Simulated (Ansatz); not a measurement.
## Zr₃N₂: competing structures

All numbers below come from DFT r2SCAN, scalar-relativistic, plane waves, PAW in Ansatz. All cells share a 500 eV cutoff and Γ-centred k meshes spaced at most 0.3 Å⁻¹ (0.19 for metals, 2π included).

All energies are static (0 K, no zero-point motion). Larger cells and other orderings weren't all tried, so the list isn't exhaustive. The k mesh leaves about 4 meV/atom of noise in metals. No run is spin-polarised.

```csv
#,started from,space group,atoms,V (Å³/atom),ΔE (meV/atom),gap on mesh (eV)
1,anti-tetradymite type,R-3m (No. 166),5,14.6,0,0.00
2,database cell,R-3c (No. 167),10,14.5,16,0.00
```

The lowest structure: Space group R-3m (No. 166), trigonal, a = 3.264 Å, c = 23.662 Å. Zr on Wyckoff site a (1 atom of the primitive cell) has 6 N at 2.29 Å; around Zr on Wyckoff site c (2 atoms of the primitive cell) lie 3 N at 2.30 Å; N is coordinated by 6 Zr at 2.29–2.30 Å. Its energy against the elements is -1.60 eV/atom. Energies over the elements count from the lowest elemental structures computed at the same level (N₂ as a molecule), with no empirical corrections.

```cif
data_structure
_symmetry_space_group_name_H-M 'R-3m:H'
_symmetry_Int_Tables_number 166
_cell_length_a 3.2645
_cell_length_b 3.2645
_cell_length_c 23.6620
_cell_angle_alpha 90.000
_cell_angle_beta 90.000
_cell_angle_gamma 120.000
_cell_volume 218.38
loop_
_atom_site_label
_atom_site_type_symbol
_atom_site_symmetry_multiplicity
_atom_site_Wyckoff_symbol
_atom_site_fract_x
_atom_site_fract_y
_atom_site_fract_z
_atom_site_occupancy
Zr1 Zr 3 a 0.00000 0.00000 0.00000 1
Zr2 Zr 6 c 0.33333 0.66667 0.88884 1
N1 N 6 c 0.66667 0.33333 0.72177 1
```

The second: Space group R-3c (No. 167), trigonal, a = 5.647 Å, c = 15.708 Å. Around Zr lie 4 N at 2.27–2.30 Å; around N lie 6 Zr at 2.27–2.30 Å.